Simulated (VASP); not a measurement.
Here is a VASP 6.6.1 calculation.

File INCAR:

```
  ALGO = Fast
  DIPOL = 0.5 0.5 0.500
  EDIFF = 1E-7
  ENCUT = 520
  GGA = CA
  IDIPOL = 3
  ISIF = 2
  ISMEAR = 0
  LASPH = T
  LCHARG = F
  LDIPOL = T
  LREAL = F
  LWAVE = F
  NBANDS = 38
  NELM = 100
  PREC = Accurate
  SIGMA = 0.1
```

KPOINTS

```
k-points
0
Gamma
  12 12 1
```

File POSCAR:

```
Zr
1.0
    3.1427549199      0.0000000000      0.0000000000
   -1.5713774599      2.7217055985      0.0000000000
    0.0000000000      0.0000000000     25.1832818545
Zr
5
Direct
    0.3333333333      0.6666666667      0.3024347708
    0.6666666667      0.3333333333      0.3969514042
    0.3333333333      0.6666666667      0.5000000911
    0.6666666667      0.3333333333      0.6030485702
    0.3333333333      0.6666666667      0.6975651637
```

Potentials or basis: VASP PAW LDA potentials, release 64 (Zr_sv).

Run with:

```bash
$ cat potpaw_LDA.64/Zr_sv/POTCAR > POTCAR
$ mpirun -np 1 vasp_std > vasp.out
```

Problem. What does it give for the largest force?

Solution. 0.018 eV/Å.

Problem. Estimate the band gap on the k mesh.

Solution. None (metal or under the smearing width).

Forces in eV/Å, atoms in the order of the input:
```
Zr   0.000  0.000 -0.017
Zr   0.000  0.000  0.018
Zr   0.000  0.000  0.000
Zr   0.000  0.000 -0.018
Zr   0.000  0.000  0.017
```
